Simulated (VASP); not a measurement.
Write the native input for VASP 6.6.1 that does the following.

- Task: relaxation of cell and atoms
- Functional: PBE
- Potentials or basis: VASP PAW PBE potentials, release 64 (Be)
- Cutoff: 600 eV
- k mesh: 12 × 12 × 12
- Occupations: fermi-dirac, width 0.05 eV
- Spin: no spin polarisation
- Target pressure: 5 GPa
- Further INCAR settings: ALGO = Normal; EDIFF = 1e-07; IBRION = 2; EDIFFG = -0.005; NSW = 40; ISIF = 3
- Target pressure: 5 GPa

The structure of Be lies in POSCAR:

```
Be
1.0
    2.1739600000      0.0000000000      0.0000000000
    0.0000000000      2.1739600000      0.0000000000
    0.0000000000      0.0000000000      2.1739600000
Be
1
Direct
    0.0000000000      0.0000000000      0.0000000000
```

The cell was built by a generator and needn't be a form met in nature.

One way to write it, as run:

INCAR

```
  PREC = Accurate
  ENCUT = 600
  EDIFF = 1E-7
  ISMEAR = -1
  SIGMA = 0.05
  LREAL = False
  LASPH = True
  NELM = 100
  ALGO = Normal
  ISIF = 3
  LWAVE = False
  LCHARG = False
  GGA = PE
  IBRION = 2
  NSW = 40
  EDIFFG = -0.005
  PSTRESS = 50
```

KPOINTS

```
Automatic mesh
0
Gamma
  12 12 12
```

Potentials or basis: VASP PAW PBE potentials, release 64 (Be).

Command:

```bash
$ cat potpaw_PBE.64/Be/POTCAR > POTCAR
$ mpirun -np 1 vasp_std > vasp.out
```

It gave:

```yaml
Relaxed_volume: 9.73 Å³/atom
Relaxed_cell: a = 2.135 Å, b = 2.135 Å, c = 2.135 Å, α = 90.00°, β = 90.00°, γ = 90.00°
Space_group_after_relaxing_to_0.05_Å: Pm-3m (No. 221)
Energy_change_on_relaxing_the_enthalpy_is_what_falls: +9.0 meV/atom
Ionic_steps: 3
Pressure_after_relaxing: 5.0 GPa
Band_gap_on_the_k_mesh: none (metal or under the smearing width)
```

Caveat: the cell is relaxed towards a set pressure, so the enthalpy falls and the energy may rise.

Wall time 2.9 s on 1 thread of Intel(R) Xeon(R) 6975P-C (Granite Rapids), with other jobs on the host, peak memory 0.11 GiB.
